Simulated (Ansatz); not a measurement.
Heated and quenched cell Ga32As32

These are results of Ansatz, DFT, PBEsol, PAW, plane waves, not measurements.

Command (of this form; memory limits and the device number are left out):

```sh
ansatz run in.yaml --threads 8 --pin off --runs-dir r --events-out ev --progress --plain --backend cuda
```

The input less its lattice and atoms:

```yaml
accuracy: low
kpoints:
  mp_grid: { grid: [1, 1, 1] }
hamiltonian:
  xc: pbesol
scf:
  occupations: { method: fermi_dirac, width: 0.1 }
md:
  ensemble: nvt_langevin
  timestep: 2.5
  n_steps: 700
  temperature: 2500
  temperature_schedule: [{ n_steps: 240, end_temperature: 2500 }, { n_steps: 460, end_temperature: 300 }]
  friction: 0.02
  initial_velocities: maxwell_boltzmann
  seed: 1
```

Start:

```
Ga As
1.0
    11.65960    0.00000    0.00000
     0.00000   11.65960    0.00000
     0.00000    0.00000   11.65960
Ga As
32 32
Direct
  0.98990 0.01982 0.99312
  0.97851 0.02147 0.49336
  0.99476 0.48448 0.99139
  0.00411 0.50238 0.49502
  0.49184 0.97854 0.00280
  0.49258 0.01062 0.48697
  0.48835 0.49546 0.98222
  0.50237 0.50369 0.51733
  0.25165 0.25175 0.00024
  0.26512 0.24318 0.47369
  0.23661 0.76337 0.00197
  0.22721 0.74399 0.48322
  0.74763 0.24917 0.00417
  0.73197 0.24386 0.49136
  0.73790 0.75149 0.01268
  0.74838 0.75948 0.49996
  0.23178 0.00604 0.26118
  0.22678 0.98852 0.75895
  0.27475 0.48558 0.24216
  0.27550 0.52465 0.74398
  0.75057 0.98849 0.26094
  0.74984 0.02498 0.73945
  0.72832 0.50154 0.23004
  0.73366 0.49252 0.75284
  0.99245 0.24887 0.25755
  0.97992 0.23113 0.76596
  0.01285 0.75339 0.25501
  0.99159 0.72748 0.74112
  0.52877 0.23721 0.22166
  0.50191 0.22315 0.74525
  0.49279 0.72259 0.25101
  0.49792 0.74726 0.73580
  0.13355 0.11645 0.10561
  0.10029 0.11274 0.63462
  0.12890 0.61057 0.13137
  0.10839 0.63619 0.61158
  0.60332 0.10787 0.11899
  0.62163 0.14612 0.64584
  0.63480 0.62343 0.13670
  0.62076 0.62608 0.61500
  0.39202 0.39041 0.14702
  0.37503 0.37062 0.62089
  0.39382 0.90792 0.12499
  0.37230 0.86606 0.64126
  0.87594 0.39008 0.13927
  0.85983 0.38326 0.62264
  0.88930 0.87947 0.13592
  0.85912 0.88532 0.63481
  0.37068 0.10922 0.38833
  0.38082 0.10906 0.86204
  0.37470 0.62035 0.36157
  0.36395 0.59077 0.88929
  0.88139 0.10884 0.39227
  0.87829 0.13719 0.89191
  0.87211 0.62518 0.36856
  0.85960 0.64624 0.86969
  0.10935 0.36940 0.38612
  0.11435 0.35659 0.87200
  0.14975 0.85024 0.36607
  0.13094 0.86762 0.87611
  0.62597 0.36866 0.36829
  0.63365 0.37300 0.88399
  0.62367 0.87280 0.38283
  0.62156 0.87740 0.86541
```

Some of the steps:

```
step  free energy without the kinetic part, less step 39 (eV)  temperature (K)  largest force component (eV/Å)
  39                                                    0.000             2381                            3.61
  79                                                    1.816             2570                            2.29
 119                                                    6.578             2260                            3.58
 159                                                    8.970             2500                            3.56
 199                                                   13.393             2385                            3.16
 239                                                   14.877             2397                            3.84
 279                                                   14.879             2474                            2.83
 319                                                   15.879             2426                            2.46
 359                                                   15.045             2390                            3.57
 399                                                   13.640             1514                            3.30
 439                                                   12.633             1460                            1.61
 479                                                   11.549             1528                            2.24
 519                                                   11.633             1231                            2.76
 559                                                    9.571             1127                            2.45
 599                                                    8.568              931                            1.84
 639                                                    6.995              854                            2.15
 679                                                    5.951              628                            1.14
```

Structure at step 359 of the program's count:

```xyz
64
Lattice="11.6596 0.0000 0.0000 0.0000 11.6596 0.0000 0.0000 0.0000 11.6596" Properties=species:S:1:pos:R:3 pbc="T T T"
Ga    0.1664   11.2547   11.0586
Ga   10.8806    0.0255    5.6862
Ga   11.3268    7.2043    1.6916
Ga    1.6924    6.6730    6.5124
Ga    6.2594    0.4311   10.9341
Ga    6.2477    0.1457    5.7047
Ga    6.0350    4.5367   11.5806
Ga    6.4267    5.0188    5.9478
Ga    2.9966    1.6991    2.4787
Ga    3.1775    4.1561    4.6852
Ga    3.6738    9.7792   10.9820
Ga    4.6826    8.4250    6.4936
Ga    7.4440    2.6115    9.7224
Ga    9.5088    3.5872    5.1560
Ga    9.2469    8.1355    0.4848
Ga    9.3749    8.9863    5.2924
Ga    3.1959   10.3281    2.2848
Ga    1.6456   11.1690    8.5875
Ga    2.1038    7.0903    3.9117
Ga    2.7575    4.4813    9.9302
Ga    7.1093    0.6242    2.7007
Ga    7.7324    0.5102    8.5263
Ga    7.8657    7.6905    2.7760
Ga    8.7787    5.2277   10.2601
Ga    0.3435    2.9161    2.5075
Ga    0.5249    4.1365    7.2909
Ga   11.6328    9.2393    2.9517
Ga    9.2897    8.1582    7.6205
Ga    6.6784    3.2176    3.7174
Ga    5.0229    2.5357    7.4518
Ga    4.8517    8.7423    2.6770
Ga    5.7718   10.2533    8.2342
As    1.1458   11.1981    1.6777
As    1.1153    1.6195    7.2539
As    2.2532    7.6980    0.7134
As    2.0956    7.1098    8.9364
As    8.6239    1.6605    0.8282
As    7.5374    2.4198    6.3711
As    6.9113    8.1249   11.1297
As    6.6511    7.6373    8.9577
As    4.6678    3.5130    2.5148
As    4.5369    5.4846    7.6152
As    4.0724    0.6264    0.2394
As    3.2835    9.1235    8.3344
As   10.0037    4.8472    0.9014
As   10.1871    5.4037    8.2949
As    9.3118   10.8141    1.1322
As   10.0251   11.1604    8.8975
As    3.3438    1.8751    5.8515
As    3.7546    2.1076    9.9596
As    4.1160    6.1829    4.8217
As    4.8318    6.7077   10.2383
As    9.6654    1.5983    3.2457
As   10.5988    2.1888   10.0938
As   11.3135    7.3321    4.0909
As   11.0324    7.2448    9.9110
As    0.3432    3.9725    4.5532
As   11.5266    4.8213   10.2844
As    1.6855   11.0466    4.1166
As    1.2175    8.9333   10.5589
As    7.9329    5.1071    2.8870
As    7.1496    4.6560    8.2734
As    6.9856    9.8235    4.3937
As    8.2611    9.9571   10.9548
```

End:

```xyz
64
Lattice="11.6596 0.0000 0.0000 0.0000 11.6596 0.0000 0.0000 0.0000 11.6596" Properties=species:S:1:pos:R:3 pbc="T T T"
Ga    0.1871    0.3057   10.7575
Ga   10.6545   10.8855    4.8640
Ga   11.1583    7.2057    1.6138
Ga    2.4518    5.7935    5.2918
Ga    7.0146   11.3783   11.0678
Ga    6.0836    1.0055    5.5590
Ga    7.3151    4.4999    0.7771
Ga    6.9144    4.6164    5.0633
Ga    2.5811    2.3680    3.4769
Ga    4.1929    4.0598    4.5479
Ga    4.0447    9.2485   10.3196
Ga    5.3918    8.5417    6.8175
Ga    5.9619    3.3495   10.0743
Ga   10.0215    1.5752    5.5162
Ga    8.6850    7.9047    1.3364
Ga    9.5560    8.5622    5.4427
Ga    3.1488    9.8932    1.7315
Ga    1.8679    0.0030    8.8847
Ga    1.7570    7.7774    3.3980
Ga    2.4791    3.4515    9.2159
Ga    6.1173   10.9880    1.9752
Ga    8.8550    0.6776    9.0931
Ga    7.4673    7.7217    4.0236
Ga    8.5519    6.4140   10.2981
Ga   11.5297    3.0007    2.0341
Ga    0.7750    3.6079    7.1024
Ga   10.9364    9.9207    2.3326
Ga    8.6623    8.8346    7.7940
Ga    6.5527    1.9364    2.6324
Ga    5.7221    3.6521    7.1827
Ga    4.9255    8.5451    2.8506
Ga    5.7052   11.5890    8.0719
As    1.3038    0.8603    1.7177
As    0.0881    1.2364    7.5594
As    1.9545    6.9411    0.9605
As    1.9627    7.4051    8.6737
As    7.9793    1.9851    0.0836
As    7.8871    1.9359    6.9733
As    5.4902    7.3705   10.9981
As    6.5861    7.7878    8.9096
As    5.4729    4.1650    2.4861
As    4.0233    5.7348    7.4217
As    4.4721   11.3132   11.5983
As    3.1228    9.5282    7.9483
As   10.1516    4.7071    0.5695
As   10.3861    4.8537    8.3292
As   10.1393    0.2648    0.9955
As   10.4527   10.2622    9.3945
As    3.7252    2.2959    6.3209
As    4.2530    1.5098    9.5052
As    4.9350    6.8325    4.9876
As    4.2660    5.4682   10.0475
As    9.2357    2.3885    3.1586
As   10.6097    2.3388    9.5025
As   10.5173    6.3176    3.8239
As   10.7051    7.3592    8.8865
As    0.1817    4.2985    4.5816
As    0.0383    4.5717   10.2820
As    1.4693   10.7324    3.6255
As    1.8076    8.9652   11.3965
As    8.7139    4.6998    3.2158
As    7.3589    5.6666    8.1257
As    5.9566   10.2777    4.7076
As    8.8881    9.9020   11.4507
```

The run ended as planned.

Time: 7.7 min of wall time on one NVIDIA GB300 with 8 processor threads, on a host shared with other runs; peak host memory 2.1 GiB.
